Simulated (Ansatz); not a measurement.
Molecular dynamics on a 2×2×2 supercell (16 atoms) of MgS (CsCl type), relaxed with r2SCAN. Forces come from r2SCAN in the PAW code Ansatz: constant energy and volume (NVE), velocities drawn at 1300 K, steps of 1.5 fs. Computed, non-magnetic; the trajectory is short and the cell small, so nothing here is a converged average. The structure comes from a prototype and may be hypothetical.

```yaml
crystal:
  lattice:
    - [6.525634814, 0.0, 0.0]
    - [0.0, 6.525634814, 0.0]
    - [0.0, 0.0, 6.525634814]
  atoms:
    - { symbol: Mg, position: [0.0, 0.0, 0.0] }
    - { symbol: S, position: [0.25, 0.25, 0.25] }
    - { symbol: Mg, position: [0.0, 0.0, 0.5] }
    - { symbol: S, position: [0.25, 0.25, 0.75] }
    - { symbol: Mg, position: [0.0, 0.5, 0.0] }
    - { symbol: S, position: [0.25, 0.75, 0.25] }
    - { symbol: Mg, position: [0.0, 0.5, 0.5] }
    - { symbol: S, position: [0.25, 0.75, 0.75] }
    - { symbol: Mg, position: [0.5, 0.0, 0.0] }
    - { symbol: S, position: [0.75, 0.25, 0.25] }
    - { symbol: Mg, position: [0.5, 0.0, 0.5] }
    - { symbol: S, position: [0.75, 0.25, 0.75] }
    - { symbol: Mg, position: [0.5, 0.5, 0.0] }
    - { symbol: S, position: [0.75, 0.75, 0.25] }
    - { symbol: Mg, position: [0.5, 0.5, 0.5] }
    - { symbol: S, position: [0.75, 0.75, 0.75] }
kpoints:
  mp_grid: { grid: [2, 2, 2] }
hamiltonian:
  xc: r2scan
scf:
  occupations: { method: fermi_dirac, width: 0.112 }
md:
  ensemble: nve
  temperature: 1300
  timestep: 1.5
  n_steps: 20
  initial_velocities: maxwell_boltzmann
  seed: 7521
```

Command: `ansatz run input.yaml --threads 4 --pin off --max-ram 3686MiB --backend cpu --events-out ev --progress --plain --runs-dir out`. It took 2.3 min on 4 threads of Intel(R) Xeon(R) Processor @ 2.70GHz, with other jobs on the host, load about 0.9 per core; peak host memory 1.4 GiB.

Task: How do temperature and energy develop?

Result: The temperature starts at 1300 K, is lowest at step 18 (1096 K, 27 fs) and ends at 1122 K. The conserved energy stays within 0.07 meV an atom. By the last step the atoms have moved 0.29 Å in the root mean square, the drift of the whole cell taken out, 0.40 Å at most.
```
step  t (fs)  T (K)  free energy F from step 0 (meV/atom)  kinetic energy (meV/atom)  largest force (eV/Å)
   0       0   1300                                   0.0                      157.5                  0.00
   1     1.5   1299                                   0.1                      157.5                  0.19
   2       3   1297                                   0.3                      157.2                  0.38
   3     4.5   1294                                   0.7                      156.8                  0.57
   4       6   1289                                   1.4                      156.2                  0.76
   5     7.5   1282                                   2.2                      155.3                  0.94
   6       9   1273                                   3.3                      154.3                  1.11
   7    10.5   1262                                   4.6                      152.9                  1.28
   8      12   1249                                   6.1                      151.4                  1.43
   9    13.5   1234                                   8.0                      149.6                  1.58
  10      15   1217                                  10.0                      147.5                  1.72
  11    16.5   1198                                  12.3                      145.2                  1.84
  12      18   1178                                  14.7                      142.8                  1.96
  13    19.5   1158                                  17.2                      140.3                  2.07
  14      21   1138                                  19.6                      137.9                  2.16
  15    22.5   1121                                  21.7                      135.8                  2.25
  16      24   1106                                  23.5                      134.1                  2.45
  17    25.5   1098                                  24.5                      133.0                  2.64
  18      27   1096                                  24.7                      132.8                  2.79
  19    28.5   1104                                  23.8                      133.7                  2.91
  20      30   1122                                  21.6                      135.9                  2.98
```

Positions (Å) and forces (eV/Å) at step 20:
```
Mg   0.031   0.126  -0.095    -0.095  -0.527   0.157
S    1.644   1.746   1.803     0.324   0.433  -0.198
Mg   0.080  -0.255   3.348    -1.364   1.621  -1.609
S    1.731   1.784   4.815    -0.695  -0.024   1.383
Mg  -0.204   3.256  -0.135     0.066  -0.164   0.855
S    1.712   5.097   1.502    -1.305  -0.298  -0.838
Mg   0.142   3.459   3.308    -0.742  -1.163  -0.742
S    1.304   4.984   4.709     2.956  -0.009   0.382
Mg   3.218  -0.202   0.318     1.609   0.596  -0.464
S    5.091   1.469   1.437     0.033  -0.722  -0.316
Mg   3.285   0.240   3.554    -0.037  -1.154  -0.224
S    4.837   1.663   4.879    -0.097   0.116  -1.417
Mg   3.047   3.047  -0.133     0.637   0.357   0.212
S    4.799   4.750   1.724     0.018  -1.136   2.155
Mg   3.276   3.018   2.941     1.006   1.159   0.411
S    5.119   4.884   5.193    -2.316   0.918   0.251
```
